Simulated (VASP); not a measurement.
# Si: band structure with PBE

Crystal: Si.

```xyz
1
Lattice="2.6205 0.0000 0.0000 -1.3103 2.2695 0.0000 0.0000 0.0000 2.4664" Properties=species:S:1:pos:R:3 pbc="T T T"
Si    0.0000    0.0000    0.0000
```

This isn't the form of Si at room conditions, which is diamond.

* Program: VASP 6.6.1
* Task: band structure
* Functional: PBE
* Potentials or basis: VASP PAW PBE potentials, release 64 (Si)
* Cutoff: 520 eV
* k mesh: 12 × 12 × 11
* Occupations: fermi-dirac, width 0.05 eV
* Spin: no spin polarisation
* Further INCAR settings: ALGO = Normal; EDIFF = 1e-06; NBANDS = 8

```json
{
 "Band gap along the path": "none (metal or under the smearing width)"
}
```

Levels at the corners of the path, in eV from the Fermi level:
| point | band 1 | band 2 | band 3 | band 4 | band 5 |
| --- | --- | --- | --- | --- | --- |
| Γ | -14.11 | 7.53 | 8.04 | 10.41 | 10.41 |
| M | -7.60 | -6.78 | 5.19 | 6.55 | 12.93 |
| M | -7.60 | -6.78 | 5.19 | 6.55 | 12.93 |
| K | -5.68 | -4.55 | -4.55 | 13.95 | 15.52 |
| K | -5.68 | -4.55 | -4.55 | 13.95 | 15.52 |
| Γ | -14.11 | 7.53 | 8.04 | 10.41 | 10.41 |
| Γ | -14.11 | 7.53 | 8.04 | 10.41 | 10.41 |
| A | -9.21 | -7.18 | 14.03 | 14.03 | 15.06 |
| A | -9.21 | -7.18 | 14.03 | 14.03 | 15.06 |
| L | -2.91 | -2.08 | -1.86 | 1.50 | 8.86 |
| L | -2.91 | -2.08 | -1.86 | 1.50 | 8.86 |
| H | -0.99 | -0.76 | -0.76 | 1.08 | 3.84 |
| H | -0.99 | -0.76 | -0.76 | 1.08 | 3.84 |
| A | -9.21 | -7.18 | 14.03 | 14.03 | 15.06 |
| L | -2.91 | -2.08 | -1.86 | 1.50 | 8.86 |
| M | -7.60 | -6.78 | 5.19 | 6.55 | 12.93 |
| K | -5.68 | -4.55 | -4.55 | 13.95 | 15.52 |
| H | -0.99 | -0.76 | -0.76 | 1.08 | 3.84 |

Wall time 10 s on 1 thread of AMD EPYC 9R14 (Zen 4), on a shared host, peak memory 0.09 GiB.

Caveat: the log is that of the step along the path at fixed density, whose energy, stress, charges and moments have no meaning.
